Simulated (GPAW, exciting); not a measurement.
Given: the input of a run of GPAW 26.7.0 (ASE script) on Sn. The given cell was strained at random by a few per cent at fixed volume. This isn't the form of Sn at room conditions, which is tetragonal (white tin).

Contents of run.py:

```python
from ase import Atoms
from ase.dft.bandgap import bandgap
from ase.io import write
from ase.units import GPa
from gpaw import GPAW, PW, setup_paths

setup_paths.insert(0, '.')

atoms = Atoms(['Sn'],
              cell=[[-1.969227, 2.056227, 1.622007],
                    [2.044546, -2.0389, 1.692864],
                    [1.978548, 2.048221, -1.600837]],
              scaled_positions=[[0.008151, 0.001132, -0.000622]],
              pbc=True)

calc = GPAW(mode=PW(600),
            xc='PBEsol',
            kpts={'size': (10, 10, 10), 'gamma': True},
            occupations={'name': 'fermi-dirac', 'width': 0.05},
            nbands=14,
            convergence={'density': 1e-05, 'energy': 1e-05},
            maxiter=150,
            txt='gpaw.txt')
atoms.calc = calc
energy = atoms.get_potential_energy()
forces = atoms.get_forces()
stress = atoms.get_stress()
calc.write('gs.gpw')
write('result.traj', atoms)
print(f'Energy: {energy:.6f} eV')
print('Forces (eV/A):')
print(forces.round(4))
print('Stress (GPa):', (stress / GPa).round(3))
print('Fermi level:', round(calc.get_fermi_level(), 4), 'eV')
print(f'Gap: {bandgap(calc)[0]:.4f} eV, direct: {bandgap(calc, direct=True)[0]:.4f} eV')
```

Potentials or basis: PAW data sets generated in the run's folder for this functional, pw.

Launch:

```console
$ gpaw-setup -f PBEsol Sn
$ OMP_NUM_THREADS=1 python run.py
```

Translate it to exciting (release sodium). Potentials or basis there: all-electron LAPW+lo, shipped species files, valence relativity iora*.

As run (cutoffs and basis follow the program's own potentials, and thresholds, step limits or extra output files can differ):

input.xml

```xml
<input>
  <title>Sn</title>
  <structure speciespath="./" tshift="false">
    <crystal scale="1">
      <basevect>-3.721299707218 3.885705880061 3.065149002226</basevect>
      <basevect>3.863631989199 -3.852962595499 3.199049326238</basevect>
      <basevect>3.738913844426 3.870576732707 -3.025143500168</basevect>
    </crystal>
    <species speciesfile="Sn.xml" rmt="2.3">
      <atom coord="0.008151000000 0.001132000000 -0.000622000000"/>
    </species>
  </structure>
  <groundstate do="fromscratch" ngridk="10 10 10" rgkmax="9" gmaxvr="14" lmaxapw="10" lmaxmat="10" lmaxvr="8" xctype="GGA_PBE_SOL" stype="Fermi Dirac" swidth="0.00183747" nempty="8" ValenceRelativity="iora*" epsengy="1e-05" epspot="1e-05" maxscl="60" tforce="true" outputlevel="normal"/>
</input>
```

Potentials or basis: all-electron LAPW+lo, shipped species files, valence relativity iora*.

Run with:

```sh
$ OMP_NUM_THREADS=1 exciting_smp
```

Both were run:

|  | GPAW | exciting |
| --- | --- | --- |
| Energy over the undisturbed cell | 1.3 meV/atom | 1.1 meV/atom |
